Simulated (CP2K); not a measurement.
## Ti in CP2K: convergence with eps eigval

Input of the first run (eps eigval 1.0E-2); the others differ in this setting and in those tied to it:

File ti_converge.inp:

```
&GLOBAL
  PROJECT ti_converge
  RUN_TYPE ENERGY_FORCE
  PRINT_LEVEL LOW
&END GLOBAL
&FORCE_EVAL
  METHOD QS
  STRESS_TENSOR ANALYTICAL
  &DFT
    BASIS_SET_FILE_NAME BASIS_MOLOPT_UZH
    POTENTIAL_FILE_NAME GTH_POTENTIALS
    &MGRID
      CUTOFF 450
      REL_CUTOFF 60
      NGRIDS 4
    &END MGRID
    &QS
      METHOD GPW
      EPS_DEFAULT 1.0E-9
    &END QS
    &KPOINTS
      SCHEME MONKHORST-PACK 9 9 9
      GAMMA_CENTERED T
      SYMMETRY T
      SYMMETRY_BACKEND SPGLIB
    &END KPOINTS
    &SCF
      SCF_GUESS ATOMIC
      EPS_SCF 1.0E-6
      MAX_SCF 100
      ADDED_MOS 11
      CHOLESKY OFF
      EPS_EIGVAL 1.0E-2
      &DIAGONALIZATION ON
        ALGORITHM STANDARD
      &END DIAGONALIZATION
      &MIXING ON
        METHOD BROYDEN_MIXING
        ALPHA 0.4
        BETA 1.5
        NBUFFER 8
      &END MIXING
      &SMEAR ON
        METHOD FERMI_DIRAC
        ELECTRONIC_TEMPERATURE [K] 116.045
      &END SMEAR
    &END SCF
    &XC
      &XC_FUNCTIONAL
        &LDA_X
        &END LDA_X
        &LDA_C_PW
        &END LDA_C_PW
      &END XC_FUNCTIONAL
    &END XC
    &PRINT
      &KPOINTS ON
      &END KPOINTS
      &MULLIKEN ON
      &END MULLIKEN
      &MO ON
        ENERGIES T
        OCCUPATION_NUMBERS T
        &EACH
          QS_SCF 0
        &END EACH
        ADD_LAST NUMERIC
      &END MO
    &END PRINT
  &END DFT
  &SUBSYS
    &CELL
      A 2.8422953752 0.0000000000 0.0000000000
      B -0.9474317917 2.6797417786 0.0000000000
      C -0.9474317917 -1.3398708893 2.3207244559
      PERIODIC XYZ
    &END CELL
    &COORD
      SCALED
      Ti  0.0000000000 0.0000000000 0.0000000000
    &END COORD
    &KIND Ti
      BASIS_SET DZVP-MOLOPT-PBE-GTH-q12
      POTENTIAL GTH-PADE-q12
    &END KIND
    &PRINT
      &ATOMIC_COORDINATES ON
      &END ATOMIC_COORDINATES
      &CELL ON
      &END CELL
      &SYMMETRY ON
      &END SYMMETRY
    &END PRINT
  &END SUBSYS
  &PRINT
    &FORCES ON
    &END FORCES
    &STRESS_TENSOR ON
    &END STRESS_TENSOR
  &END PRINT
&END FORCE_EVAL
```

Potentials or basis: GTH_POTENTIALS Ti GTH-PADE-q12; DZVP-MOLOPT-PBE-GTH basis.

Launch:

```console
$ OMP_NUM_THREADS=1 cp2k.psmp -i ti_converge.inp -o ti_converge.out
```

This isn't the form of Ti at room conditions, which is hcp.

Hardware: 1 thread of Arm Neoverse N1, with other jobs on the host.

**Question.** The values tried are 1.0E-2, 1.0E-3, 1.0E-4, 1.0E-5, 1.0E-6, 1.0E-8, loosest first. From which on does the pressure stay within 0.1 GPa of the tightest run that finished?

**Answer.** From 1.0E-4 on.

| eps eigval | energy less the tightest run, at zero smearing (meV/atom) | pressure (GPa) | SCF cycles | CPU time (s) | peak memory (GiB) |
| --- | --- | --- | --- | --- | --- |
| 1.0E-2 | 45.67 | -12.53 | 9 | 58 | 0.23 |
| 1.0E-3 | 18.84 | -11.38 | 9 | 58 | 0.23 |
| 1.0E-4 | 0.00 | -10.76 | 11 | 68 | 0.23 |
| 1.0E-5 | 0.00 | -10.76 | 11 | 69 | 0.23 |
| 1.0E-6 | 0.00 | -10.76 | 11 | 69 | 0.23 |
| 1.0E-8 | 0.00 | -10.76 | 11 | 68 | 0.23 |

Against the tightest run, the energy stays within 1 meV/atom from 1.0E-4 on. The tightest run that finished is the yardstick and may itself not be fully converged.

Caveat, for the tightest run too: the basis of atomic orbitals isn't converged, which shifts pressures, moduli and gaps.
